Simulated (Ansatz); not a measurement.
# Ta2CF2 MXene monolayer in a perpendicular field, part 4 of 4

What dipole does a perpendicular field induce in the Ta2CF2 MXene monolayer? A positive field points along +c.

Ansatz 0.2.0; plane-wave DFT, PBE-D3(BJ), Ansatz PAW (the session's first sound run).

So far. Step 17 (Response at this level): The induced dipole is that of a conductor 5.29 Å thick. Step 18 (Same geometry, cutoff 500 eV, functional r2SCAN): The dipole is 0.0252 e·Å.

**19. Same geometry, cutoff 500 eV, functional r2SCAN (run 2)**

Level of this step: plane-wave DFT, r2SCAN, Ansatz PAW (Ansatz).

The same run in the opposite field.

input.yaml reads:

```yaml
crystal:
  lattice:
    - [3.1824949946, 0.0, 0.0]
    - [-1.5912474973, 2.7561215128, 0.0]
    - [0.0, 0.0, 23.0035240527]
  atoms:
    - { symbol: F, position: [0.3333333333, 0.6666666667, 0.3912444015] }
    - { symbol: Ta, position: [0.6666666667, 0.3333333333, 0.4524431154] }
    - { symbol: C, position: [0.0, 0.0, 0.5] }
    - { symbol: Ta, position: [0.3333333333, 0.6666666667, 0.5475568846] }
    - { symbol: F, position: [0.6666666667, 0.3333333333, 0.6087555985] }
kpoints:
  mp_grid: { grid: [6, 6, 1] }
hamiltonian:
  xc: r2scan
scf:
  occupations: { method: fermi_dirac, width: 0.02585 }
  convergence: { dr2_threshold: 1.0e-09 }
efield:
  axis: 3
  dipole_correction: true
  ramp_position: 0.9248
  ramp_width: 0.1504
  amplitude: -0.1
output:
  write_potential: true
  write_density: true
  volumetric_format: npy
```

Launch:

```
$ ansatz run input.yaml --threads 4 --pin off --max-ram 6144MiB --backend cpu --events-out ev --progress --plain --runs-dir out
```

Numbers of over 12 decimals in the logs are rounded to 6 here.

The log of the run:

```text
[...]
Crystal: 5 atoms, lattice volume = 201.772 Å³
Basis set: ecut = 500 eV, 5117 PW (Γ), exchange–correlation on 96×96×720 points (64 copies of the dense FFT grid, shifted against one another)
Bands: 27, of which v1, the nominal top of the filled ones, is band 22 counted from 1 (21 counted from 0)
Symmetry: 6 space group operations
k-points: 7 of 36 (time reversal used)
[...]
k-point 0: bands = [... 18 lower, -3.5106, -3.5106, 0.1336, 0.1336, 1.3093, 2.7963, 3.3980, 3.3980, ... 1 higher]
  k-point 1: bands = [... 18 lower, -4.1272, -3.5842, -0.6637, 0.7784, 1.4426, 2.8315, 3.4358, 3.4922, ... 1 higher]
  k-point 2: bands = [... 18 lower, -3.8259, -3.5094, -1.8051, 2.1447, 2.3739, 3.3642, 3.7278, 4.3108, ... 1 higher]
  k-point 6: bands = [... 18 lower, -4.5998, -3.4524, 0.7130, 1.3133, 1.3166, 4.0850, 4.1961, 4.2000, ... 1 higher]
[key lines of the parts left out:]
SCF converged after 15 iterations
Free energy (F): -21762.619213 eV
Fermi energy:    1.794328 eV
Dipole field:    D = -0.022601 V/Å  (p = -0.025201 e·Å, saw-weighted, corrected)
```

It took 5.4 s on 4 threads of Arm Neoverse V1, shared host; peak memory 0.78 GiB; 20 s of CPU time.

The dipole is -0.0252 e·Å.

**20. Response at this level**

This step: plane-wave DFT, r2SCAN, Ansatz PAW; response to a field along the normal, atoms held (Ansatz 0.2.0).

The induced dipole is that of a conductor 5.20 Å thick.

**21. Same geometry, cutoff 420 eV, functional HSE06**

This step: plane-wave DFT, HSE06, Ansatz PAW (Ansatz 0.2.0).

The geometry is kept and the functional is HSE06; other changes against the main runs: SCF threshold 1.0e-10 → 1.0e-09 eV, k-mesh 18×18×1 → 6×6×1 and no dispersion term, which doesn't act on the electrons.

input.yaml, as its differences from that of step 19:

```diff
@@ -14,3 +14,3 @@
 hamiltonian:
-  xc: r2scan
+  xc: hse06
 scf:
@@ -23,3 +23,3 @@
   ramp_width: 0.1504
-  amplitude: -0.1
+  amplitude: 0.1
 output:
```

The log of the run:

```text
[...]
Crystal: 5 atoms, lattice volume = 201.772 Å³
Basis set: ecut = 420 eV, 3965 PW (Γ)
Bands: 27, of which v1, the nominal top of the filled ones, is band 22 counted from 1 (21 counted from 0)
Symmetry: 6 space group operations
k-points: 7 of 36 (time reversal used)
[...]
k-point 0: bands = [... 18 lower, -4.1480, -4.1480, -0.1381, -0.1381, 1.1796, 2.9529]
  k-point 1: bands = [... 18 lower, -4.7963, -4.2063, -1.0174, 0.6139, 1.3516, 3.0874]
  k-point 2: bands = [... 18 lower, -4.4387, -4.1236, -2.2930, 2.1961, 2.4559, 3.6498]
  k-point 6: bands = [... 18 lower, -5.2997, -4.0103, 0.4789, 1.2159, 1.2195, 4.4010]
  guard bands above this table: 3 of the run's 27 bands. The solve was not asked for them (output.publish_guard_bands: true or output.eigenvalues: true publishes all)
[key lines of the parts left out:]
Free energy (F): -21735.174852 eV
Fermi energy:    1.774364 eV
Dipole field:    D = 0.022459 V/Å  (p = 0.025043 e·Å, saw-weighted, corrected)
```

It took 24 s on 4 threads; peak memory 2.2 GiB.

The dipole is 0.0250 e·Å.

**22. Same geometry, cutoff 420 eV, functional HSE06 (run 2)**

The same run in the opposite field.

input.yaml, as its differences from that of step 21:

```diff
@@ -23,3 +23,3 @@
   ramp_width: 0.1504
-  amplitude: 0.1
+  amplitude: -0.1
 output:
```

The log of the run:

```text
[...]
Crystal: 5 atoms, lattice volume = 201.772 Å³
Basis set: ecut = 420 eV, 3965 PW (Γ)
Bands: 27, of which v1, the nominal top of the filled ones, is band 22 counted from 1 (21 counted from 0)
Symmetry: 6 space group operations
k-points: 7 of 36 (time reversal used)
[...]
--- Band table (eV; the first three rows and the last of 7) ---
  k-point 0: bands = [... 18 lower, -4.1480, -4.1480, -0.1381, -0.1381, 1.1796, 2.9529]
  k-point 1: bands = [... 18 lower, -4.7963, -4.2063, -1.0174, 0.6140, 1.3516, 3.0874]
  k-point 2: bands = [... 18 lower, -4.4387, -4.1236, -2.2930, 2.1961, 2.4559, 3.6498]
  k-point 6: bands = [... 18 lower, -5.2997, -4.0103, 0.4789, 1.2159, 1.2195, 4.4010]
[...]
[key lines of the parts left out:]
Free energy (F): -21735.174852 eV
Fermi energy:    1.774371 eV
Dipole field:    D = -0.022460 V/Å  (p = -0.025044 e·Å, saw-weighted, corrected)
```

Run time: 23 s. Hardware: 4 threads; peak memory 2.2 GiB.

The dipole is -0.0250 e·Å.

**23. The series together**

Times are for 4 threads of Arm Neoverse V1, shared host. Results by setting:

```tsv
no.	functional	field	dipole along the normal (e·Å)	time	memory (GiB)
1	lda	0.1 V/Å	0.02569	1.8 s	0.43
2	lda	-0.1 V/Å	-0.02569	1.8 s	0.43
3	pbe	0.1 V/Å	0.02566	1.8 s	0.44
4	pbe	-0.1 V/Å	-0.02566	1.8 s	0.44
5	r2scan	0.1 V/Å	0.02521	5.5 s	0.78
6	r2scan	-0.1 V/Å	-0.02520	5.4 s	0.78
7	hse06	0.1 V/Å	0.02504	24 s	2.2
8	hse06	-0.1 V/Å	-0.02504	23 s	2.2
```

**24. Response at this level**

This step: plane-wave DFT, HSE06, Ansatz PAW; response to a field along the normal, atoms held (Ansatz 0.2.0).

The induced dipole is that of a conductor 5.17 Å thick.

**25. A changed input: scf.algorithm = "direct_min" and basis.ecutwfc = "40.4 Ry"**

This step: plane-wave DFT, PBE-D3(BJ), Ansatz PAW (Ansatz 0.2.0).

A run with a changed input: it repeats the earlier run at 0.1 V/Å with scf.algorithm to direct_min and basis.ecutwfc to 40.4 Ry.

input.yaml, the sections that differ from step 22:

```yaml
kpoints:
  mp_grid: { grid: [18, 18, 1] }
  band_path:
    path: [[0, 0, 0], [0.5, 0, 0], [0.33333333, 0.33333333, 0], [0, 0, 0]]
    npoints: 16
hamiltonian:
  xc: pbe
  dispersion: d3bj
scf:
  occupations: { method: fermi_dirac, width: 0.02585 }
  convergence: { dr2_threshold: 1.0e-10 }
  algorithm: direct_min
efield:
  axis: 3
  dipole_correction: true
  ramp_position: 0.9248
  ramp_width: 0.1504
  amplitude: 0.1
basis:
  ecutwfc: "40.4 Ry"
# crystal, output: as in step 22
```

The log of the run:

```text
[...]
Crystal: 5 atoms, lattice volume = 201.772 Å³
Basis set: ecut = 549.670002 eV, 5835 PW (Γ)
Bands: 27, of which v1, the nominal top of the filled ones, is band 22 counted from 1 (21 counted from 0)
Symmetry: 6 space group operations
k-points: 37 of 324 (time reversal used)
[...]
SCF iter  10: F=-21735.509837 eV  HF=-21735.509837 eV  |F-HF|=2.18e-11  |Δ(HF+E_count)|=  4.73e-11  Δρ=9.23e-8  dr2=1.02e-11  ethr=1.00e-12  p=0.026 e·Å  D=2.31e-2 V/Å  ΔV_dip=-0.53 eV  dr2_dipole=2.80e-14  V_vac-E_F(+/−)=4.48/3.12 eV  ⟨swp⟩=2.2  Hψ=1834  notcnv=0
SCF 1 converged in 10 iterations: F = -21735.509837 eV  dr2 = 1.02e-11
[...]
SCF converged after 10 iterations
[...]
Free energy (F): -21735.509837 eV
[...]
Internal energy: -21735.507537 eV  (E = F + TS)
E sigma→0 (E₀):  -21735.508687 eV
Entropy (-TS):   -0.002300 eV (-0.460 meV/atom)
Fermi energy:    1.992716 eV
Dipole field:    D = 0.023075 V/Å  (p = 0.025730 e·Å, saw-weighted, corrected)
Work function:   not extracted (applied field tilts the vacuum); planar V_es + V_field profile in the machine report
[...]
--- Band table (eV; the first three rows and the last of 37) ---
  k-point 0: bands = [... 18 lower, -3.1759, -3.1759, 0.2577, 0.2577, 1.3789, 2.5937, 3.3124, 3.3124, ... 1 higher]
  k-point 1: bands = [... 18 lower, -3.2788, -3.1914, 0.1421, 0.3304, 1.3947, 2.7526, 3.1832, 3.3075, ... 1 higher]
  k-point 2: bands = [... 18 lower, -3.5265, -3.2275, -0.1449, 0.5426, 1.4370, 2.8644, 3.2020, 3.2975, ... 1 higher]
  k-point 36: bands = [... 18 lower, -4.1864, -3.1052, 0.8200, 1.3439, 1.3473, 3.9796, 4.1064, 4.1095, ... 1 higher]
```

The job ended after 45 s (4 threads; peak memory 0.83 GiB; 2.9 min of CPU time).

Numbers from this step:

| Property | Result |
| --- | --- |
| energy at zero smearing | -21735.5087 eV |
| dipole along the normal | 0.02573 e·Å |

Electronic bands along the path, in eV, zero at the Fermi level:

```tsv
point	band 19	band 20	band 21	band 22	band 23	band 24	band 25	band 26
Γ	-5.17	-5.17	-1.74	-1.74	-0.61	0.60	1.32	1.32
halfway	-5.65	-5.25	-3.09	-0.42	-0.30	0.77	1.43	1.74
M	-5.07	-5.04	-4.05	1.55	1.68	1.80	2.10	2.75
halfway	-5.79	-5.08	-2.91	0.14	0.90	1.86	2.10	2.74
K	-6.18	-5.10	-1.17	-0.65	-0.65	1.99	2.11	2.12
halfway	-5.68	-5.52	-2.44	-1.70	0.83	1.25	1.46	1.76
Γ	-5.17	-5.17	-1.74	-1.74	-0.61	0.60	1.32	1.32
```

```tsv
quantity	this run	earlier run	difference
dipole along the normal (e·Å)	0.02573	0.02573	3.1e-6
```

The dipole moves by under 0.5 % or 5e-5 e·Å. The run took 10 SCF cycles against 12.

Of the bands kept, 2 cross the Fermi level on this path.

**26. The same run with other settings**

An input spoilt on purpose, to show how the run answers: it repeats the earlier run at 0.1 V/Å with efield.ramp_width from 0.1504 to 0.9, and scf.max_iter set to 75.

input.yaml, as its differences from that of step 25:

```diff
@@ -22,3 +22,3 @@
   convergence: { dr2_threshold: 1.0e-10 }
-  algorithm: direct_min
+  max_iter: 75
 efield:
@@ -27,3 +27,3 @@
   ramp_position: 0.9248
-  ramp_width: 0.1504
+  ramp_width: 0.9
   amplitude: 0.1
@@ -33,3 +33 @@
   volumetric_format: npy
-basis:
-  ecutwfc: "40.4 Ry"
```

The log of the run:

```text
Engine: ansatz 0.2.0, aarch64-unknown-linux-gnu
Pseudopotentials: kind: paw
Pseudopotential: F, paw, valence charge 7, recommended cutoff 420 eV (normal), F.paw.azcp
Pseudopotential: Ta, paw, valence charge 13, recommended cutoff 420 eV (normal), Ta.paw.azcp
Pseudopotential: C, paw, valence charge 4, recommended cutoff 420 eV (normal), C.paw.azcp
Functional definition: PBE
  parameter kappa = 0.804
  parameter beta = 0.066725
  exchange = pbe_x(kappa = kappa, mu = beta*pi^2/3)
  correlation = pbe_c(beta = beta)
Crystal: 5 atoms, lattice volume = 201.772 Å³
Basis set: ecut = 420 eV, 3965 PW (Γ)
Bands: 27, of which v1, the nominal top of the filled ones, is band 22 counted from 1 (21 counted from 0)
Symmetry: 6 space group operations
k-points: 37 of 324 (time reversal used)
Non-local potential: F, projectors of the file, l = 0: 2, l = 1: 2, l = 2: 1
Non-local potential: Ta, projectors of the file, l = 0: 3, l = 1: 2, l = 2: 2, l = 3: 1
Non-local potential: C, projectors of the file, l = 0: 2, l = 1: 2, l = 2: 1
PAW form: soft (Blöchl's): semilocal exchange-correlation on the pseudo side does not see the compensation charge
PAW one-centre angular grid: F, 110 points (default); XC on 64 Gauss nodes
PAW one-centre angular grid: Ta, 590 points (default); XC on 64 Gauss nodes
PAW one-centre angular grid: C, 110 points (default); XC on 64 Gauss nodes
Initial density: superposition of atomic densities (neutral atoms: chi_scale 0, normalization atom, screened)
Initial wavefunctions: pseudopotential atomic-orbital guess
Functional: x = pbe(κ = 0.804, μ = 0.219515), c = pbe(β = 0.066725)
Error: efield: ion 0 (F) at fractional coordinate 0.3912 along the field axis lies inside the sawtooth ramp with 2 of the planes that the density is read on at each end, [0.9123, 0.8373] — the ramp must sit in vacuum (an ion there feels the fictitious reversed slope); set or move the ramp (efield.ramp_position / ramp_width) or move the geometry
```

It took 0.23 s on 4 threads; peak memory 0.3 GiB.

The input was rejected at the start.

The program's message: “Error: efield: ion 0 (F) at fractional coordinate 0.3912 along the field axis lies inside the sawtooth ramp with 2 of the planes that the density is read on at each end, [0.9123, 0.8373] — the ramp mu …”

The fault put into the input: a ramp so wide that it reaches the atoms.

**27. Summary of results**

| Property | Result |
| --- | --- |
| gap without field | none |
| work function, upper face | 3.83 eV |
| equivalent conductor thickness, atoms held | 5.31 Å |
| equivalent conductor thickness, atoms relaxed | 5.99 Å |
| equivalent conductor thickness, LDA | 5.30 Å |
| equivalent conductor thickness, PBE | 5.29 Å |
| equivalent conductor thickness, r2SCAN | 5.20 Å |
| equivalent conductor thickness, HSE06 | 5.17 Å |

In words: The induced dipole equals that of a perfect conductor 5.31 Å thick, while the outer atoms lie 5.00 Å apart. Letting the atoms follow the field adds 0.69 Å to the equivalent conductor thickness: the ionic part of the response. Across the functionals the thickness runs from 5.17 to 5.30 Å; those runs use a coarser k-mesh, so they are to be compared with each other. There is no gap over 0.03 eV, with or without the field. The main runs have no spin polarisation; a magnetic state could lie lower and would change these results. Spin-orbit coupling is left out, which matters for the bands of elements this heavy. The MXene's terminations sit over the metal atoms of its far layer; the site over carbon or nitrogen, which some compounds prefer, was not run.

[Logs are printed without paths, hosts, clocks, repeated set-up lines and the standing remarks that a program may print on its own settings, such as how far it seeks lower states.]

[Hosts, paths, dates, database ids (printed as entryN), source tags and the programs' standing remarks are cut or masked in the printed files.]

[Maps of the electrostatic potential energy from Ansatz leave out the sawtooth potential of an applied field or a dipole correction, so their vacuum need not be flat; planar profiles and work functions include it.]
